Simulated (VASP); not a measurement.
# AlN (F-43m) in VASP: a series of runs

The runs below take AlN through relaxation of cell and atoms, with PBE.

All numbers are computed with VASP 6.6.1; they aren't measurements. Logs are shortened: lines on timing, memory, paths and dates and some standing lists are left out, and cuts for length are marked.

**1. The structure**

Symmetry: F-43m, No. 216, cubic system. Conventional cell: a = 4.368 Å, b = 4.368 Å, c = 4.368 Å, α = 90.00°, β = 90.00°, γ = 90.00°. Around Al (site symmetry -43m) lie 4 N at 1.89 Å. N (site symmetry -43m) is surrounded by 4 Al at 1.89 Å.

Measurements of this composition are mostly on another form, of space group No. 186.

**2. Relaxation of cell and atoms, PBE**

The input, INCAR:

```
SYSTEM = AlN
PREC     = Accurate       ! precision mode
ENCUT    = 900            ! plane-wave cutoff, eV
EDIFF    = 1E-7           ! SCF threshold, eV
ISMEAR   = 0              ! smearing method
SIGMA    = 0.02           ! smearing width, eV
LREAL    = .FALSE.        ! projectors in reciprocal space
LASPH    = .TRUE.         ! aspherical terms in the spheres
NELM     = 80             ! most SCF steps
ALGO     = Fast           ! electronic algorithm
ISIF     = 3              ! what is computed and relaxed
LWAVE    = .FALSE.        ! write WAVECAR
LCHARG   = .FALSE.        ! write CHGCAR
GGA      = PE             ! functional
IBRION   = 2              ! ionic algorithm
NSW      = 80             ! ionic steps
EDIFFG   = -0.002         ! ionic threshold
```

The input, KPOINTS:

```
regular mesh
0
G
  12 12 12
  0 0 0
```

The input, POSCAR:

```
AlN
1.0
    0.0000000000      2.1839935600      2.1839935600
    2.1839935600      0.0000000000      2.1839935600
    2.1839935600      2.1839935600      0.0000000000
Al N
1 1
Direct
    0.0000000000      0.0000000000      0.0000000000
    0.7500000000      0.7500000000      0.7500000000
```

Potentials or basis: VASP PAW PBE potentials, release 64 (Al, N_h).

Launch:

```
$ cat potpaw_PBE.64/Al/POTCAR potpaw_PBE.64/N_h/POTCAR > POTCAR
$ mpirun -np 1 vasp_std > vasp.out
```

OUTCAR:

```text
SYSTEM = AlN
   PREC = Accurate
   ENCUT = 900
   EDIFF = 1E-7
   ISMEAR = 0
   LREAL = .FALSE.
   LASPH = .TRUE.
   NELM = 80
   ISIF = 3
   GGA = PE
   IBRION = 2
   NSW = 80
   EDIFFG = -0.002

 ion  position               nearest neighbor table
   1  0.000  0.000  0.000-   2 1.89   2 1.89   2 1.89   2 1.89
   2  0.750  0.750  0.750-   1 1.89   1 1.89   1 1.89   1 1.89

  LATTYP: Found a face centered cubic cell.
 ALAT       =     4.3679871200

  Lattice vectors:

 A1 = (   0.0000000000,   2.1839935600,   2.1839935600)
 A2 = (   2.1839935600,   0.0000000000,   2.1839935600)
 A3 = (   2.1839935600,   2.1839935600,   0.0000000000)

Analysis of symmetry for initial positions (statically):
=====================================================================
 Subroutine PRICEL returns:
 Original cell was already a primitive cell.

 Routine SETGRP: Setting up the symmetry group for a
 face centered cubic supercell.

 Subroutine GETGRP returns: Found 24 space group operations
 (whereof 24 operations were pure point group operations)
 out of a pool of 48 trial point group operations.

The static configuration has the point symmetry T_d .

Analysis of symmetry for dynamics (positions and initial velocities):
=====================================================================
 Subroutine PRICEL returns:
 Original cell was already a primitive cell.

 Routine SETGRP: Setting up the symmetry group for a
 face centered cubic supercell.

 Subroutine GETGRP returns: Found 24 space group operations
 (whereof 24 operations were pure point group operations)
 out of a pool of 48 trial point group operations.

The dynamic configuration has the point symmetry T_d .

 Subroutine INISYM returns: Found 24 space group operations
 (whereof 24 operations are pure point group operations),
 and found     1 'primitive' translations

----------------------------------------------------------------------------------------

                                     Primitive cell

  volume of cell :      20.8345

  direct lattice vectors                    reciprocal lattice vectors
     0.000000000  2.183993560  2.183993560    -0.228938404  0.228938404  0.228938404
     2.183993560  0.000000000  2.183993560     0.228938404 -0.228938404  0.228938404
     2.183993560  2.183993560  0.000000000     0.228938404  0.228938404 -0.228938404

  length of vectors
     3.088633313  3.088633313  3.088633313     0.396532948  0.396532948  0.396532948

  position of ions in fractional coordinates (direct lattice)
     0.000000000  0.000000000  0.000000000
     0.750000000  0.750000000  0.750000000

  ion indices of the primitive-cell ions
   primitive index   ion index
                 1           1
                 2           2

----------------------------------------------------------------------------------------

 KPOINTS: regular mesh

Automatic generation of k-mesh.
 Grid dimensions read from file:
 generate k-points for:   12   12   12

 Generating k-lattice:

  Cartesian coordinates                     Fractional coordinates (reciprocal lattice)
    -0.019078200  0.019078200  0.019078200     0.083333333  0.000000000  0.000000000
     0.019078200 -0.019078200  0.019078200     0.000000000  0.083333333  0.000000000
     0.019078200  0.019078200 -0.019078200     0.000000000  0.000000000  0.083333333

  Length of vectors
     0.033044412  0.033044412  0.033044412

  Shift w.r.t. Gamma in fractional coordinates (k-lattice)
     0.000000000  0.000000000  0.000000000

 Subroutine IBZKPT returns following result:
 ===========================================

 Found     72 irreducible k-points:

 Following reciprocal coordinates:
            Coordinates               Weight
  0.000000  0.000000  0.000000      1.000000
  0.083333  0.000000  0.000000      8.000000
  0.166667  0.000000  0.000000      8.000000
  0.250000  0.000000  0.000000      8.000000
  0.333333  0.000000  0.000000      8.000000
  0.416667  0.000000  0.000000      8.000000
[... 16 lines left out ...]
  0.500000  0.166667  0.000000     24.000000
 -0.416667  0.166667  0.000000     24.000000
 [... further k-points ...]
   k-points           NKPTS =     72   k-points in BZ     NKDIM =     72   number of bands    NBANDS=      8
   number of dos      NEDOS =    301   number of ions     NIONS =      2
   total plane-waves  NPLWV =  27000
   dimension x,y,z NGX =    30 NGY =   30 NGZ =   30
   dimension x,y,z NGXF=    60 NGYF=   60 NGZF=   60
   ions per type =               1   1
   NGX,Y,Z   is equivalent  to a cutoff of  16.15, 16.15, 16.15 a.u.
   NGXF,Y,Z  is equivalent  to a cutoff of  32.30, 32.30, 32.30 a.u.
 SYSTEM =  AlN
   PREC   = accura    normal or accurate (medium, high low for compatibility)
   ISTART =      0    job   : 0-new  1-cont  2-samecut
   ICHARG =      2    charge: 1-file 2-atom 10-const
   ISPIN  =      1    spin polarized calculation?
   LNONCOLLINEAR =      F non collinear calculations
   LSORBIT =      F    spin-orbit coupling
   LASPH  =      T    aspherical Exc in radial PAW
   ENCUT  =  900.0 eV  66.15 Ry    8.13 a.u.   7.56  7.56  7.56*2*pi/ulx,y,z
   NELM   =     80;   NELMIN=  2; NELMDL= -5     # of ELM steps
   EDIFF  = 0.1E-06   stopping-criterion for ELM
   LREAL  =      F    real-space projection
   EDIFFG = -.2E-02   stopping-criterion for IOM
   NSW    =     80    number of steps for IOM
   IBRION =      2    ionic relax: 0-MD 1-quasi-New 2-CG
   NFREE  =      1    steps in history (QN), initial steepest desc. (CG)
   ISIF   =      3    stress and relaxation
   ISYM   =      2    0-nonsym 1-usesym 2-fastsym
   POTIM  = 0.5000    time-step for ionic-motion
   TEBEG  =    0.0;   TEEND  =   0.0 temperature during run
   PSTRESS=    0.0 pullay stress
   NELECT =       8.0000    total number of electrons
   NUPDOWN=      -1.0000    fix difference up-down
   EMIN   =  10.00;   EMAX   =-10.00  energy-range for DOS
   EFERMI =   0.00;   METHOD = LEGACY
   ISMEAR =     0;   SIGMA  =   0.02  broadening in eV -4-tet -1-fermi 0-gaus
   EFERMI_NEDOS =   21; number of points for ismear=-14 and -15
   IALGO  =     68    algorithm
   IMIX   =      4    mixing-type and parameters
     AMIX     =   0.40;   BMIX     =  1.00
     AMIX_MAG =   1.60;   BMIX_MAG =  1.00
  volume/ion in A,a.u.               =      10.42        70.30
  Fermi-wavevector in a.u.,A,eV,Ry     =   1.189899  2.248583 19.263943  1.415860
  Thomas-Fermi vector in A             =   2.325996
   LORBIT       =      0    0 simple, 1 ext, 2 COOP (PROOUT), +10 PAW based schemes
   GGA     = PE    functional components
   LHFCALC =     F    Hartree Fock is set to
   AEXX    =    0.0000 exact exchange contribution
   IVDW    =     0    specifies the selected vdW correction
   LEPSILON=     F    determine dielectric tensor
   LRPA    =     F    only Hartree local field effects (RPA)
 conjugate gradient relaxation of ions
 non-spin polarized calculation
 RMM-DIIS sequential band-by-band and
 Gauss-broadening in eV      SIGMA  =   0.02
  energy-cutoff  :      900.00
  volume of cell :       20.83
 maximum number of plane-waves:      1303
   NGX = 15   NGY = 15   NGZ = 15

--------------------------------------- Ionic step        1  -------------------------------------------

 number of electron       8.0000000 magnetization

 Free energy of the ion-electron system (eV)
  ---------------------------------------------------
  ext. energy  EPLUGINS =         0.00000000
  ---------------------------------------------------
  free energy    TOTEN  =       -14.84714730 eV

  energy without entropy =      -14.84714730  energy(sigma->0) =      -14.84714730

------------------------ aborting loop because EDIFF is reached ----------------------------------------

  FORCE on cell =-STRESS in cart. coord.  units (eV):
  Direction    XX          YY          ZZ          XY          YZ          ZX
  --------------------------------------------------------------------------------------
  -------------------------------------------------------------------------------------
  Total        0.5762668      0.5762668      0.5762668     -0.0000000     -0.0000000      0.0000000
  in kB       44.3149345     44.3149345     44.3149345     -0.0000000     -0.0000000      0.0000000
  external PRESSURE =      44.3149345 kB  Pullay stress =       0.0000000 kB

 VOLUME and BASIS-vectors are now :
 -----------------------------------------------------------------------------
  energy-cutoff  :      900.00
  volume of cell :       20.83
      direct lattice vectors                 reciprocal lattice vectors
     0.000000000  2.183993560  2.183993560    -0.228938404  0.228938404  0.228938404
     2.183993560  0.000000000  2.183993560     0.228938404 -0.228938404  0.228938404
     2.183993560  2.183993560  0.000000000     0.228938404  0.228938404 -0.228938404
[... 37 lines left out ...]
 POSITION                                       TOTAL-FORCE (eV/Angst)
 -----------------------------------------------------------------------------------
      4.42870      2.21435      2.21435         0.000000      0.000000      0.000000
      3.32153      3.32153      3.32153        -0.000000     -0.000000     -0.000000
 -----------------------------------------------------------------------------------
    total drift:                               -0.000000     -0.000000     -0.000000

  FREE ENERGIE OF THE ION-ELECTRON SYSTEM (eV)
  ---------------------------------------------------
  free  energy   TOTEN  =       -14.8479721605 eV

  energy  without entropy=      -14.8479721605  energy(sigma->0) =      -14.84797216

--------------------------------------- Ionic step        3  -------------------------------------------

 number of electron       8.0000000 magnetization

 Free energy of the ion-electron system (eV)
  ---------------------------------------------------
  ext. energy  EPLUGINS =         0.00000000
  ---------------------------------------------------
  free energy    TOTEN  =       -14.85322292 eV

  energy without entropy =      -14.85322292  energy(sigma->0) =      -14.85322292

 E-fermi :   6.2008     XC(G=0): -10.8559

 val. band max:        6.0902689878   @ k =   0.0000   0.0000   0.0000
 cond. band min:       9.3972550658   @ k =   0.5000   0.5000   0.0000
 fundamental gap:      3.3069860779
 Fermi energy:         6.2008191562

 k-point     1 :       0.0000    0.0000    0.0000
  band No.  band energies     occupation
      1      -8.7697      2.00000
      2       6.0903      2.00000
      3       6.0903      2.00000
      4       6.0903      2.00000
      5      10.0998      0.00000
      6      18.4401      0.00000
      7      18.4401      0.00000
      8      18.4401      0.00000

 k-point     2 :       0.0833    0.0000    0.0000
  band No.  band energies     occupation
      1      -8.6703      2.00000
      2       5.4995      2.00000
      3       6.0539      2.00000
      4       6.0539      2.00000
      5      10.5902      0.00000
      6      18.1621      0.00000
      7      18.5395      0.00000
      8      18.5395      0.00000
[... 221 lines left out ...]
 k-point    23 :       0.5000    0.1667    0.0000
  band No.  band energies     occupation
      1      -6.6631      2.00000
      2       0.8696      2.00000
      3       4.5334      2.00000
      4       5.2412      2.00000
      5      13.1694      0.00000
      6      15.0855      0.00000
      7      17.9811      0.00000
      8      18.2079      0.00000

 k-point    24 :      -0.4167    0.1667    0.0000
  band No.  band energies     occupation
      1      -6.6099      2.00000
      2       0.7819      2.00000
      3       4.3307      2.00000
      4       5.3813      2.00000
      5      13.6309      0.00000
      6      14.7217      0.00000
      7      17.9736      0.00000
      8      18.0670      0.00000

 [... further k-points ...]

------------------------ aborting loop because EDIFF is reached ----------------------------------------

  FORCE on cell =-STRESS in cart. coord.  units (eV):
  Direction    XX          YY          ZZ          XY          YZ          ZX
  --------------------------------------------------------------------------------------
  -------------------------------------------------------------------------------------
  Total       -0.0001610     -0.0001610     -0.0001610     -0.0000000      0.0000000     -0.0000000
  in kB       -0.0121173     -0.0121173     -0.0121173     -0.0000000      0.0000000     -0.0000000
  external PRESSURE =      -0.0121173 kB  Pullay stress =       0.0000000 kB

 VOLUME and BASIS-vectors are now :
 -----------------------------------------------------------------------------
  energy-cutoff  :      900.00
  volume of cell :       21.28
      direct lattice vectors                 reciprocal lattice vectors
    -0.000000000  2.199588242  2.199588242    -0.227315272  0.227315272  0.227315272
     2.199588242 -0.000000000  2.199588242     0.227315272 -0.227315272  0.227315272
     2.199588242  2.199588242  0.000000000     0.227315272  0.227315272 -0.227315272

 POSITION                                       TOTAL-FORCE (eV/Angst)
 -----------------------------------------------------------------------------------
     -0.00000      0.00000      0.00000         0.000000     -0.000000      0.000000
      3.29938      3.29938      3.29938         0.000000      0.000000     -0.000000
 -----------------------------------------------------------------------------------
    total drift:                               -0.000000     -0.000000     -0.000000

  FREE ENERGIE OF THE ION-ELECTRON SYSTEM (eV)
  ---------------------------------------------------
  free  energy   TOTEN  =       -14.8532229198 eV

  energy  without entropy=      -14.8532229198  energy(sigma->0) =      -14.85322292

 reached required accuracy - stopping structural energy minimisation
```

Wall time 66 s (1 thread of Intel Xeon Platinum 8488C (Sapphire Rapids), shared host); peak memory 0.18 GiB.

Results:

| Property | Result |
| --- | --- |
| Free energy | -14.8532 eV |
| Relaxed volume | 10.64 Å³/atom |
| Relaxed cell | a = 3.111 Å, b = 3.111 Å, c = 3.111 Å, α = 60.00°, β = 60.00°, γ = 60.00° |
| Space group after relaxing (to 0.05 Å) | F-43m (No. 216) |
| Energy gained by relaxing | 3.0 meV/atom |
| Ionic steps | 3 |
| Pressure after relaxing | 0.0 GPa |
| Band gap on the k mesh | 3.31 eV, indirect (least direct gap 4.01 eV) |

Step by step:
```
step  energy change (eV)  largest force (eV/Å)  pressure (GPa)  volume (Å³)
   1              0.0000                0.0000            4.43        20.83
   2             -0.0008                0.0000           -3.82        21.72
   3             -0.0061                0.0000            0.00        21.28
```

Final structure:
```
Al N
1.0
     0.00000    2.19959    2.19959
     2.19959    0.00000    2.19959
     2.19959    2.19959    0.00000
Al N
1 1
Direct
  0.00000 0.00000 0.00000
  0.75000 0.75000 0.75000
```

Caveat: the cutoff is under 1.25 times the usual one of these potentials, so pressure, stress and relaxed cells hold a basis-set (Pulay) error.

**3. Relaxation of cell and atoms, PBE**

This run uses another cell than the first one, of 10.64 Å³/atom, 1.022 times its volume.

INCAR is that of step 2.

KPOINTS is that of step 2.

The input, POSCAR:

```
AlN                                     
1.0
   -0.0000000000      2.1995882418      2.1995882418
    2.1995882418     -0.0000000000      2.1995882418
    2.1995882418      2.1995882418      0.0000000000
  Al              N             
     1     1
Direct
     0.0000000000000000    0.0000000000000000    0.0000000000000000
     0.7500000000000000    0.7500000000000000    0.7500000000000000
```

Potentials or basis: VASP PAW PBE potentials, release 64 (Al, N_h).

Launch:

```
$ cat potpaw_PBE.64/Al/POTCAR potpaw_PBE.64/N_h/POTCAR > POTCAR
$ mpirun -np 1 vasp_std > vasp.out
```

It took 48 s on 1 thread of Intel Xeon Platinum 8488C (Sapphire Rapids), shared host; peak memory 0.17 GiB.

It converged, with:

```yaml
Free_energy: -14.8542 eV
Relaxed_volume: 10.65 Å³/atom
Relaxed_cell: a = 3.111 Å, b = 3.111 Å, c = 3.111 Å, α = 60.00°, β = 60.00°, γ = 60.00°
Space_group_after_relaxing_to_0.05_Å: F-43m (No. 216)
Energy_gained_by_relaxing: 0.0 meV/atom
Ionic_steps: 3
Pressure_after_relaxing: 0.0 GPa
Band_gap_on_the_k_mesh: 3.31 eV, indirect (least direct gap 4.01 eV)
```

Final structure:
```
Al N
1.0
     0.00000    2.19984    2.19984
     2.19984    0.00000    2.19984
     2.19984    2.19984    0.00000
Al N
1 1
Direct
  0.00000 0.00000 0.00000
  0.75000 0.75000 0.75000
```

Levels at points of the mesh, in eV from the valence-band top:
| k point | band 1 | band 2 | band 3 | band 4 | band 5 | band 6 | band 7 | band 8 |
| --- | --- | --- | --- | --- | --- | --- | --- | --- |
| (0.00, 0.00, 0.00) | -14.86 | 0.00 | 0.00 | 0.00 | 4.01 | 12.35 | 12.35 | 12.35 |
| (0.50, 0.00, 0.00) | -12.87 | -5.77 | -0.48 | -0.48 | 7.18 | 9.72 | 11.01 | 11.01 |
| (0.50, 0.50, 0.00) | -12.26 | -4.84 | -1.75 | -1.75 | 3.31 | 8.48 | 13.67 | 15.47 |

Caveat: the cutoff is under 1.25 times the usual one of these potentials, so pressure, stress and relaxed cells hold a basis-set (Pulay) error. A k mesh can miss the band edges.
